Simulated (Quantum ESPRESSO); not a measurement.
The system is CoO.

```xyz
2
Lattice="0.0000 2.1315 2.1315 2.1315 0.0000 2.1315 2.1315 2.1315 0.0000" Properties=species:S:1:pos:R:3 pbc="T T T"
Co    0.0000    0.0000    0.0000
O     2.1315    2.1315    2.1315
```

Base run:

| Property | Result |
| --- | --- |
| Program | Quantum ESPRESSO 7.5 |
| Functional | PBE |
| Potentials or basis | PseudoDojo 0.4.1 SR PBE standard |
| Cutoff | 1306 eV |
| Density cutoff | 5225 eV |
| k mesh | 11 × 11 × 11 |
| Occupations | fermi-dirac, width 0.05 eV |
| Spin | collinear spin, ferromagnetic start |
| Starting moments | [2.0, 0.0] μB |

Its results: band gap on the k mesh none (metal or under the smearing width); pressure -2.0 GPa; net moment 2.99 μB per cell; site moments Co +2.54; O +0.35 μB.

The run is repeated on the same cell with these changes: functional from PBE to PBEsol; potentials or basis from PseudoDojo 0.4.1 SR PBE standard to PseudoDojo 0.4.1 SR PBEsol standard. What comes out?

Band gap on the k mesh none (metal or under the smearing width); pressure -11.1 GPa; net moment 2.98 μB per cell; site moments Co +2.52; O +0.36 μB.

Caveats: a cell with one magnetic atom can't hold antiferromagnetic order, which such compounds often take; semilocal functionals often make such compounds metallic where correlation or magnetic order opens a gap, which also shifts bond lengths.
